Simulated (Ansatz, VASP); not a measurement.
## BN in VASP and in Ansatz

File INCAR:

```
ALGO = Normal
EDIFF = 1E-6
ENCUT = 520
GGA = PS
ISIF = 2
ISMEAR = 0
LASPH = True
LCHARG = False
LREAL = False
LWAVE = False
NBANDS = 16
NELM = 80
PREC = Accurate
SIGMA = 0.05
```

KPOINTS

```
k-points
0
Gamma
  12 12 4
```

The input POSCAR:

```
BN
1.0
    2.6497229315      0.0000000000      0.0000000000
   -1.3248614658      2.2947273717      0.0000000000
    0.0000000000      0.0000000000      6.0030514872
B N
2 2
Direct
    0.0000000000      0.0000000000      0.5000000000
    0.3333333333      0.6666666667      0.0000000000
    0.0000000000      0.0000000000      0.0000000000
    0.6666666667      0.3333333333      0.5000000000
```

Input for Ansatz:

```yaml
crystal:
  lattice:
    - [2.6497229315, 0.0, 0.0]
    - [-1.3248614658, 2.2947273717, 0.0]
    - [0.0, 0.0, 6.0030514872]
  atoms:
    - { symbol: B, position: [0.0, 0.0, 0.5] }
    - { symbol: B, position: [0.3333333333, 0.6666666667, 0.0] }
    - { symbol: "N", position: [0.0, 0.0, 0.0] }
    - { symbol: "N", position: [0.6666666667, 0.3333333333, 0.5] }
basis:
  ecutwfc: 420
kpoints:
  mp_grid: { grid: [12, 12, 4] }
hamiltonian:
  xc: pbesol
scf:
  occupations: { method: gaussian, width: 0.05 }
output:
  forces: true
  stress: true
  eigenvalues: true
```

Alike in both runs: task single point; functional PBEsol; k mesh 12 × 12 × 4; occupations gaussian, width 0.05 eV; no spin polarisation.

|  | VASP | Ansatz |
| --- | --- | --- |
| version | VASP 6.6.1 | Ansatz 0.2.0 |
| potentials or method | VASP PAW PBE potentials, release 64 (B, N) | scalar-relativistic, plane waves, PAW |
| plane-wave cutoff (eV) | 520 | 420 |
| valence electrons in the cell | 16 | 16 |

```csv
,VASP,Ansatz,Ansatz less VASP
gap on the k mesh at the Fermi level (eV),3.63,3.64,+0.006
least direct gap on the mesh (eV),3.72,3.73,+0.006
```

The functional is the same, so the differences come from potentials, cutoffs and numerics.

 A hybrid or GW would open this gap; PBEsol tends to underestimate it. A k mesh can miss the band edges.
